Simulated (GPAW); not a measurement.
The system is Ir.

```
Ir
1.0
     2.75138    0.00000    0.00000
    -1.37569    2.38276    0.00000
     0.00000    0.00000    4.46229
Ir
2
Direct
  0.33333 0.66667 0.25000
  0.66667 0.33333 0.75000
```

This isn't the form of Ir at room conditions, which is fcc.

| Quantity | Value |
| --- | --- |
| Program | GPAW 26.7.0 |
| Task | single point |
| Functional | PBEsol |
| Potentials or basis | PAW data sets generated in the run's folder for this functional |
| Cutoff | 600 eV |
| Basis | pw |
| k mesh | 11 × 11 × 6 |
| Occupations | fermi-dirac, width 0.05 eV |
| Spin | no spin polarisation |

On this cell: pressure -13.4 GPa; largest force under 0.003 eV/Å; band gap on the k mesh none (metal or under the smearing width).

The same run follows on a disturbed copy (atoms moved at random, drawn with an rms of 0.05 Å):

```
Ir
1.0
     2.75138    0.00000    0.00000
    -1.37569    2.38276    0.00000
     0.00000    0.00000    4.46229
Ir
2
Direct
  0.34445 0.66132 0.25713
  0.64903 0.34504 0.74650
```

Q: What does the disturbed cell give?

A: The energy (extrapolated to zero smearing) moves by +19.6 meV/atom; pressure -12.4 GPa; largest force 0.736 eV/Å; band gap on the k mesh none (metal or under the smearing width).

Forces in eV/Å, atoms in the order of the input:
```
Ir  -0.476  0.197 -0.526
Ir   0.476 -0.197  0.526
```

Stress tensor (GPa, compression positive):
```
-12.33  -0.62   1.13
 -0.62 -12.99  -0.51
  1.13  -0.51 -12.02
```
